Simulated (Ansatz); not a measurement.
C3H6O can be A, `CCC=O`, or B, `C=COC`.

Program: Ansatz. Geometries: PBE0-D4/def2-TZVP. ΔE: electronic, gas phase. CCSD(T)/CBS adds triple-zeta CCSD(T) − MP2 to the extrapolated MP2 energy (def2 sets, frozen cores). DFT in def2-TZVPP. B3LYP here is the variant with VWN-RPA as its local correlation; programs differ in this. One conformer a species, not always the lowest.

**Question.** Which is lower in electronic energy at CCSD(T)/CBS, and by how much? (Best estimate.)

**Answer.** Ansatz gave: A, by 74.5 kJ/mol.

**Question.** Give E(B) − E(A) in kJ/mol with CCSD/def2-TZVPP, HF/def2-TZVPP, PBE0-D4, B3LYP, B2PLYP, ωB97M-V, B3LYP-D4. (Best estimate.)

**Answer.** Ansatz gave: CCSD/def2-TZVPP 78.0, HF/def2-TZVPP 81.5, PBE0-D4 75.0, B3LYP 72.0, B2PLYP 75.5, ωB97M-V 74.6, B3LYP-D4 70.8. None reverses the order clearly.

**Question.** Does the order hold for the free energy at 298.15 K (harmonic terms from PBE0-D4)? (An estimate is asked.)

**Answer.** The calculation gave: Yes: G(B) − G(A) = +79.8 kJ/mol, for one conformer each.

Largest T1 diagnostic: 0.013.

At CCSD(T), def2-SVP lies +13.5 kJ/mol from the extrapolated value and def2-TZVPP +2.0 kJ/mol. Leaving LDA and LC-ωPBE aside and taking each functional with its dispersion term where it has one, the values, not all of them listed here, spread over 9.2 kJ/mol, from BLYP-D4 to PBE-QIDH. LDA lies −15.0 kJ/mol from PBE without D4.
